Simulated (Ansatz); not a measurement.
**SnTe in Ansatz: convergence with k mesh**

Input of the first run (k mesh 2 × 2 × 2); the others differ in this setting and in those tied to it:

The input input.yaml:

```yaml
crystal:
  lattice:
    - [0.0, 3.611146, 3.611146]
    - [3.611146, 0.0, 3.611146]
    - [3.611146, 3.611146, 0.0]
  atoms:
    - { symbol: Te, position: [0.25, 0.25, 0.25] }
    - { symbol: Sn, position: [0.0, 0.0, 0.0] }
hamiltonian:
  xc: lda
  pseudopotentials: { kind: paw, source: jth, xc_functional: pbe }
kpoints:
  mp_grid: { grid: [2, 2, 2] }
scf:
  occupations: { method: fermi_dirac, width: 0.1 }
output:
  forces: true
  stress: true
  eigenvalues: true
```

Potentials or basis: JTH PAW.

The run is started by

```console
$ ansatz run input.yaml --threads 2 --pin off --max-ram 5632MiB --backend cpu --events-out ev --progress --plain --runs-dir out
```

Measurements of this composition are mostly on another form, of space group No. 225.

Hardware: 2 threads of Arm Neoverse V2, with other jobs on the host.

Task: The values tried are 2 × 2 × 2, 3 × 3 × 3, 4 × 4 × 4, 5 × 5 × 5, 6 × 6 × 6, 7 × 7 × 7, 9 × 9 × 9, 11 × 11 × 11, loosest first. From which on does the pressure stay within 0.1 GPa of the tightest run that finished?

Result: From 5 × 5 × 5 on.

| k mesh | energy less the tightest run, at zero smearing (meV/atom) | pressure (GPa) | SCF cycles | CPU time (s) | peak memory (GiB) |
| --- | --- | --- | --- | --- | --- |
| 2 × 2 × 2 | -149.36 | -3.31 | 7 | 16 | 2.4 |
| 3 × 3 × 3 | -58.26 | -3.00 | 7 | 28 | 2.5 |
| 4 × 4 × 4 | -9.23 | -2.57 | 8 | 51 | 2.8 |
| 5 × 5 × 5 | 0.35 | -2.25 | 7 | 64 | 2.9 |
| 6 × 6 × 6 | 0.10 | -2.23 | 7 | 100 | 3.2 |
| 7 × 7 × 7 | 0.05 | -2.22 | 8 | 140 | 3.6 |
| 9 × 9 × 9 | -0.11 | -2.24 | 7 | 220 | 3.8 |
| 11 × 11 × 11 | 0.00 | -2.24 | 7 | 350 | 4.4 |

Against the tightest run, the energy stays within 1 meV/atom from 5 × 5 × 5 on. Meshes of other sizes hit other points, so gaps and Fermi surfaces needn't settle smoothly. The tightest run that finished is the yardstick and may itself not be fully converged.

Spin-orbit coupling is left out, which matters for the levels of Te.
